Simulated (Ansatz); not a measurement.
# Bi (Im-3m) in Ansatz: a series of runs

One crystal, Bi, is run at these levels: r2SCAN+D3(BJ); tasks: single point, equation of state.

Program: Ansatz 0.2.0. These are calculated values, not measurements. Logs are shortened: lines on timing, memory, paths and dates and some standing lists are left out, and cuts for length are marked.

### Step 1. Starting point

Symmetry: Im-3m, No. 229, cubic system. The conventional cell has a = 3.963 Å, b = 3.963 Å, c = 3.963 Å, α = 90.00°, β = 90.00°, γ = 90.00°. Bi (site symmetry m-3m) is surrounded by 8 Bi at 3.43 Å.

This isn't the form of Bi at room conditions, which is rhombohedral.

### Step 2. Single point, r2SCAN+D3(BJ), 29.25 Å³/atom (volume scaled by 0.94)

The input, input.yaml:

```yaml
crystal:
  lattice:
    - [-1.9409818243, 1.9409818243, 1.9409818243]
    - [1.9409818243, -1.9409818243, 1.9409818243]
    - [1.9409818243, 1.9409818243, -1.9409818243]
  atoms:
    - { symbol: Bi, position: [0.0, 0.0, 0.0] }
hamiltonian:
  xc: r2scan
  pseudopotentials: { kind: paw }
  dispersion: d3bj
kpoints:
  mp_grid: { grid: [9, 9, 9] }
scf:
  occupations: { method: fermi_dirac, width: 0.05 }
output:
  forces: true
  stress: true
  eigenvalues: true
  write_density: true
  write_potential: true
  elf: true
  volumetric_format: npy
```

Potentials or basis: Ansatz PAW.

Command:

```
ansatz run input.yaml --threads 2 --pin off --max-ram 5120MiB --backend cpu --events-out ev --progress --plain --runs-dir out
```

The program printed:

```text
Warning: the engine holds no damping parameters fitted to this dispersion correction and functional, so the run takes those fitted to r2scan beside the three-body term, which d3bj leaves out (hamiltonian.dispersion, under Limitations)
Warning: RAYON_NUM_THREADS=2 ignored (pool sized by the plan → 2); use --threads N
Engine: ansatz 0.2.0, x86_64-unknown-linux-gnu
Pseudopotentials: kind: paw
Pseudopotential: Bi, paw, valence charge 15, recommended cutoff 500 eV (meta_gga), Bi.paw.azcp
Functional definition: r2SCAN
  parameter k0 = 0.174
  parameter k1 = 0.065
  parameter a1 = 4.9479
  exchange = r2scan_x(k0 = k0, k1 = k1, a1 = a1)
  correlation = r2scan_c
Crystal: 1 atoms, lattice volume = 29.250 Å³
Basis set: ecut = 500 eV, 767 PW (Γ), exchange–correlation on 100×100×100 points (64 copies of the dense FFT grid, shifted against one another)
Bands: 12, of which v1, the nominal top of the filled ones, is band 8 counted from 1 (7 counted from 0)
Symmetry: 48 space group operations
Space group: Im-3m (ITA 229), of the structure as read, at distance tolerance 3.1e-5 Å
k-points: 35 of 729
Non-local potential: Bi, projectors of the file, l = 0: 2, l = 1: 2, l = 2: 2, l = 3: 2
PAW form: soft (Blöchl's): semilocal exchange-correlation on the pseudo side does not see the compensation charge
PAW frozen core: Bi, regenerated for the run's functional (the file was generated under x = pbe(κ = 0.804, μ = 0.2195149727645171), c = pbe(β = 0.06672455060314922))
PAW one-centre angular grid: Bi, 590 points (default); XC on 160 Gauss nodes
Initial density: superposition of atomic densities (neutral atoms: chi_scale 0, normalization atom), corrected by the library's trained network
Initial wavefunctions: pseudopotential atomic-orbital guess
Functional: x = r2scan, c = r2scan; τ floored in thin density (d = 2e-4 eV/Å³)
SCF iter   1: F=—  HF=-12411.064808 eV  |F-HF|=—  |Δ(HF+E_count)|=         —  Δρ=3.40e-3  dr2=2.42e-3  dr2_τ=1.88e-4  ethr=1.77e-3  ⟨swp⟩=5.9  Hψ=2704  notcnv=0
preconditioner: auto → Kerker (q_TF=auto, 2.441 Å⁻¹)  [metal: Δε(μ)=0.064 eV  Ē_g=25.597 eV  σ=0.050 eV  W_gap=0.30  n_scr=12 (ndim 8)  ℏωp=26.6 eV  f_vac=0.000  D(μ)=0.67/eV (n_scr^D=0)]
SCF iter   2: F=—  HF=-12411.074679 eV  |F-HF|=—  |Δ(HF+E_count)|=   9.87e-3  Δρ=1.99e-3  dr2=1.06e-3  dr2_τ=3.64e-5  ethr=1.61e-5  ⟨swp⟩=2.7  Hψ=1108  notcnv=0  defer=13
SCF iter   3: F=—  HF=-12411.075813 eV  |F-HF|=—  |Δ(HF+E_count)|=   1.13e-3  Δρ=6.26e-4  dr2=1.28e-4  dr2_τ=3.03e-6  ethr=7.03e-6  ⟨swp⟩=2.8  Hψ=659  notcnv=0  defer=13
SCF iter   4: F=—  HF=-12411.075973 eV  |F-HF|=—  |Δ(HF+E_count)|=   1.60e-4  Δρ=1.89e-4  dr2=1.05e-5  dr2_τ=2.22e-7  ethr=8.53e-7  ⟨swp⟩=2.2  Hψ=536  notcnv=0  defer=13
SCF iter   5: F=—  HF=-12411.076018 eV  |F-HF|=—  |Δ(HF+E_count)|=   4.55e-5  Δρ=6.22e-5  dr2=9.43e-7  dr2_τ=2.05e-8  ethr=7.03e-8  ⟨swp⟩=2.0  Hψ=496  notcnv=0  defer=13
SCF iter   6: F=-12411.076020 eV  HF=-12411.076020 eV  |F-HF|=1.69e-8  |Δ(HF+E_count)|=   1.28e-6  Δρ=7.26e-6  dr2=1.98e-8  dr2_τ=1.77e-10  ethr=6.67e-10  ⟨swp⟩=9.8  Hψ=3268  notcnv=0
SCF 1 converged in 6 iterations: F = -12411.076020 eV  dr2 = 1.98e-8
SCF converged after 6 iterations
Free energy (F): -12411.076020 eV
Harris-Foulkes:  -12411.076020 eV  (|F-HF|=1.69e-8)
Internal energy: -12411.070745 eV  (E = F + TS)
E sigma→0 (E₀):  -12411.073382 eV
Entropy (-TS):   -0.005274 eV (-5.274 meV/atom)
Fermi energy:    12.898965 eV
--- Per-component energies (eV) ---
  E_band       = -77.963884
  E_kinetic    = 302.034525
  E_local      = -1353.529536  (includes V_loc(G=0)·N_el)
  E_nonlocal   = 561.231539
  E_hartree    = 427.073348
  E_xc         = -141.192985
  E_vxc        = -157.034310  (∫ρ·V_xc dr)
  E_paw        = -10688.639367  (= ΣΔE_a)
  E_vpaw       = -295.683573  (= ΣTr[D̂ρ^β])
  E_aug_tail   = -0.000261  (compensation charges beyond the density's cutoff)
  E_vtau       = 10.874876  (kinetic-family band-sum trace: ∫τ·v_τ [+ j·A + Jᵃ·Aᵃ] dr)
  E_ewald      = -1518.667761
  E_disp       = -0.255794  (pairwise vdW)
  E_core_change = 0.875547  (= ΣΔE_core)
  E_smearing   = -0.005274  (= −TS)
  E_closure    = -0.000000  (closes the sum)
  Σ components = -12411.076020   (vs F -12411.076020, Δ=0.00e0)
--- Forces (eV/Å), atoms counted from 1 ---
  atom   1  Bi    -0.00000000     0.00000000     0.00000000
  max |Σ_I F_I| component: 2.30e-31 eV/Å
--- Stress (GPa, compression-positive) ---
        2.598014       0.000000       0.000000
       -0.000000       2.598014      -0.000000
       -0.000000       0.000000       2.598014
  P = ⅓ Tr σ = 2.5980 GPa (25.980 kbar)
--- Band table (eV; the first three rows and the last of 35) ---
  k-point 0: bands = ["-11.1924", "-11.1924", "-11.1924", "-11.0199", "-11.0199", "-1.8615", "18.5463", "18.5463", "18.5463", "23.7394", "23.9070", "23.9070"]
  k-point 1: bands = ["-11.1988", "-11.1822", "-11.1601", "-11.0271", "-11.0212", "-1.6049", "16.3773", "17.7777", "18.3106", "22.3376", "22.9607", "23.6877"]
  k-point 2: bands = ["-11.2148", "-11.1622", "-11.0774", "-11.0407", "-11.0246", "-0.8485", "12.8789", "16.3552", "17.7032", "20.8923", "21.9304", "23.9387"]
  k-point 34: bands = ["-11.2028", "-11.1970", "-10.9451", "-10.9451", "-10.9427", "4.1270", "10.4607", "10.7353", "10.7353", "16.7355", "17.3912", "28.6398"]
```

Run time: 0.96 s. Hardware: 2 threads of AMD EPYC 9B14 (Zen 4), shared host; peak memory 0.42 GiB.

What came out:

| Quantity | Value |
| --- | --- |
| Free energy | -12411.0760 eV |
| Pressure | 2.6 GPa |
| Band gap on the k mesh | none (metal or under the smearing width) |

Caveat: spin-orbit coupling is left out, which moves the levels of the heavy elements; pairwise dispersion overbinds metals, which lowers pressure and volume; the PAW data sets come from PBE, with cores solved anew for the run's functional, which leaves a small shift of forces and pressure; the dispersion damping was fitted for another functional or another form of the correction.

### Step 3. Single point, r2SCAN+D3(BJ), 29.87 Å³/atom (volume scaled by 0.96)

Edit input.yaml of step 2 so:

```diff
@@ -2,5 +2,5 @@
   lattice:
-    - [-1.9409818243, 1.9409818243, 1.9409818243]
-    - [1.9409818243, -1.9409818243, 1.9409818243]
-    - [1.9409818243, 1.9409818243, -1.9409818243]
+    - [-1.9546511608, 1.9546511608, 1.9546511608]
+    - [1.9546511608, -1.9546511608, 1.9546511608]
+    - [1.9546511608, 1.9546511608, -1.9546511608]
   atoms:
```

Potentials or basis: Ansatz PAW.

Command:

```
ansatz run input.yaml --threads 2 --pin off --max-ram 5120MiB --backend cpu --events-out ev --progress --plain --runs-dir out
```

Run time: 0.96 s. Hardware: 2 threads of AMD EPYC 9B14 (Zen 4), shared host; peak memory 0.41 GiB.

The run converged. Its results:

```
Free energy            : -12411.0834 eV
Pressure               : 1.2 GPa
Band gap on the k mesh : none (metal or under the smearing width)
```

Caveat: spin-orbit coupling is left out, which moves the levels of the heavy elements; pairwise dispersion overbinds metals, which lowers pressure and volume; the PAW data sets come from PBE, with cores solved anew for the run's functional, which leaves a small shift of forces and pressure; the dispersion damping was fitted for another functional or another form of the correction.

### Step 4. Single point, r2SCAN+D3(BJ), 30.49 Å³/atom (volume scaled by 0.98)

The input, input.yaml:

```yaml
crystal:
  lattice:
    - [-1.9681319396, 1.9681319396, 1.9681319396]
    - [1.9681319396, -1.9681319396, 1.9681319396]
    - [1.9681319396, 1.9681319396, -1.9681319396]
  atoms:
    - { symbol: Bi, position: [0.0, 0.0, 0.0] }
hamiltonian:
  xc: r2scan
  pseudopotentials: { kind: paw }
  dispersion: d3bj
kpoints:
  mp_grid: { grid: [9, 9, 9] }
scf:
  occupations: { method: fermi_dirac, width: 0.05 }
output:
  forces: true
  stress: true
  eigenvalues: true
```

Command:

```
ansatz run input.yaml --threads 2 --pin off --max-ram 5120MiB --backend cpu --events-out ev --progress --plain --runs-dir out
```

Wall time 0.82 s (2 threads of AMD EPYC 9B14 (Zen 4), shared host); peak memory 0.41 GiB.

The run converged. Its results:

```yaml
Free_energy: -12411.0856 eV
Pressure: -0.1 GPa
Band_gap_on_the_k_mesh: none (metal or under the smearing width)
```

Caveat: spin-orbit coupling is left out, which moves the levels of the heavy elements; pairwise dispersion overbinds metals, which lowers pressure and volume; the PAW data sets come from PBE, with cores solved anew for the run's functional, which leaves a small shift of forces and pressure; the dispersion damping was fitted for another functional or another form of the correction.

### Step 5. Single point, r2SCAN+D3(BJ), 31.12 Å³/atom

The input, input.yaml:

```yaml
crystal:
  lattice:
    - [-1.9814305318, 1.9814305318, 1.9814305318]
    - [1.9814305318, -1.9814305318, 1.9814305318]
    - [1.9814305318, 1.9814305318, -1.9814305318]
  atoms:
    - { symbol: Bi, position: [0.0, 0.0, 0.0] }
hamiltonian:
  xc: r2scan
  pseudopotentials: { kind: paw }
  dispersion: d3bj
kpoints:
  mp_grid: { grid: [9, 9, 9] }
scf:
  occupations: { method: fermi_dirac, width: 0.05 }
output:
  forces: true
  stress: true
  eigenvalues: true
  write_density: true
  write_potential: true
  elf: true
  volumetric_format: npy
```

Command:

```
ansatz run input.yaml --threads 2 --pin off --max-ram 5120MiB --backend cpu --events-out ev --progress --plain --runs-dir out
```

It took 0.99 s on 2 threads of AMD EPYC 9B14 (Zen 4), shared host; peak memory 0.44 GiB.

The run converged. Its results:

```
Free energy            : -12411.0831 eV
Pressure               : -1.2 GPa
Band gap on the k mesh : none (metal or under the smearing width)
```

Caveat: spin-orbit coupling is left out, which moves the levels of the heavy elements; pairwise dispersion overbinds metals, which lowers pressure and volume; the PAW data sets come from PBE, with cores solved anew for the run's functional, which leaves a small shift of forces and pressure; the dispersion damping was fitted for another functional or another form of the correction.

### Step 6. Single point, r2SCAN+D3(BJ), 31.74 Å³/atom (volume scaled by 1.02)

The input, input.yaml:

```yaml
crystal:
  lattice:
    - [-1.9945529707, 1.9945529707, 1.9945529707]
    - [1.9945529707, -1.9945529707, 1.9945529707]
    - [1.9945529707, 1.9945529707, -1.9945529707]
  atoms:
    - { symbol: Bi, position: [0.0, 0.0, 0.0] }
hamiltonian:
  xc: r2scan
  pseudopotentials: { kind: paw }
  dispersion: d3bj
kpoints:
  mp_grid: { grid: [9, 9, 9] }
scf:
  occupations: { method: fermi_dirac, width: 0.05 }
output:
  forces: true
  stress: true
  eigenvalues: true
```

Potentials or basis: Ansatz PAW.

Command:

```
ansatz run input.yaml --threads 2 --pin off --max-ram 5120MiB --backend cpu --events-out ev --progress --plain --runs-dir out
```

It took 0.8 s on 2 threads of AMD EPYC 9B14 (Zen 4), shared host; peak memory 0.43 GiB.

Results (log left out):

| Quantity | Value |
| --- | --- |
| Free energy | -12411.0764 eV |
| Pressure | -2.3 GPa |
| Band gap on the k mesh | none (metal or under the smearing width) |

Caveat: spin-orbit coupling is left out, which moves the levels of the heavy elements; pairwise dispersion overbinds metals, which lowers pressure and volume; the PAW data sets come from PBE, with cores solved anew for the run's functional, which leaves a small shift of forces and pressure; the dispersion damping was fitted for another functional or another form of the correction.

### Step 7. Single point, r2SCAN+D3(BJ), 32.36 Å³/atom (volume scaled by 1.04)

The input, input.yaml:

```yaml
crystal:
  lattice:
    - [-2.0075049763, 2.0075049763, 2.0075049763]
    - [2.0075049763, -2.0075049763, 2.0075049763]
    - [2.0075049763, 2.0075049763, -2.0075049763]
  atoms:
    - { symbol: Bi, position: [0.0, 0.0, 0.0] }
hamiltonian:
  xc: r2scan
  pseudopotentials: { kind: paw }
  dispersion: d3bj
kpoints:
  mp_grid: { grid: [9, 9, 9] }
scf:
  occupations: { method: fermi_dirac, width: 0.05 }
output:
  forces: true
  stress: true
  eigenvalues: true
  write_density: true
  write_potential: true
  elf: true
  volumetric_format: npy
```

Command:

```
ansatz run input.yaml --threads 2 --pin off --max-ram 5120MiB --backend cpu --events-out ev --progress --plain --runs-dir out
```

Run time: 1 s. Hardware: 2 threads of AMD EPYC 9B14 (Zen 4), shared host; peak memory 0.43 GiB.

Results (log left out):

```yaml
Free_energy: -12411.0658 eV
Pressure: -3.2 GPa
Band_gap_on_the_k_mesh: none (metal or under the smearing width)
```

Caveat: spin-orbit coupling is left out, which moves the levels of the heavy elements; pairwise dispersion overbinds metals, which lowers pressure and volume; the PAW data sets come from PBE, with cores solved anew for the run's functional, which leaves a small shift of forces and pressure; the dispersion damping was fitted for another functional or another form of the correction.

### Step 8. Single point, r2SCAN+D3(BJ), 32.98 Å³/atom (volume scaled by 1.06)

The input, input.yaml:

```yaml
crystal:
  lattice:
    - [-2.020291977, 2.020291977, 2.020291977]
    - [2.020291977, -2.020291977, 2.020291977]
    - [2.020291977, 2.020291977, -2.020291977]
  atoms:
    - { symbol: Bi, position: [0.0, 0.0, 0.0] }
hamiltonian:
  xc: r2scan
  pseudopotentials: { kind: paw }
  dispersion: d3bj
kpoints:
  mp_grid: { grid: [9, 9, 9] }
scf:
  occupations: { method: fermi_dirac, width: 0.05 }
output:
  forces: true
  stress: true
  eigenvalues: true
```

Command:

```
ansatz run input.yaml --threads 2 --pin off --max-ram 5120MiB --backend cpu --events-out ev --progress --plain --runs-dir out
```

It took 0.85 s on 2 threads of AMD EPYC 9B14 (Zen 4), shared host; peak memory 0.43 GiB.

The run converged. Its results:

* Free energy: -12411.0518 eV
* Pressure: -4.0 GPa
* Band gap on the k mesh: none (metal or under the smearing width)

Caveat: spin-orbit coupling is left out, which moves the levels of the heavy elements; pairwise dispersion overbinds metals, which lowers pressure and volume; the PAW data sets come from PBE, with cores solved anew for the run's functional, which leaves a small shift of forces and pressure; the dispersion damping was fitted for another functional or another form of the correction.

### Step 9. Equation of state, r2SCAN+D3(BJ)

Potentials or basis: Ansatz PAW.

No new run: the results of the series are fitted here.

Results:

```yaml
Equilibrium_volume: 30.46 Å³/atom
Bulk_modulus: 59 GPa
Pressure_derivative_of_the_bulk_modulus: 4.0
```

Energy against volume, from the lowest point:
| volume (Å³/atom) | energy (meV/atom) |
| --- | --- |
| 29.250 | 9.59 |
| 29.872 | 2.23 |
| 30.495 | 0.00 |
| 31.117 | 2.48 |
| 31.739 | 9.23 |
| 32.362 | 19.82 |
| 32.984 | 33.83 |

Caveat: the PAW data sets were made with another functional, which shifts forces and pressure a little; spin-orbit coupling is left out, which moves the levels of the heavy elements.
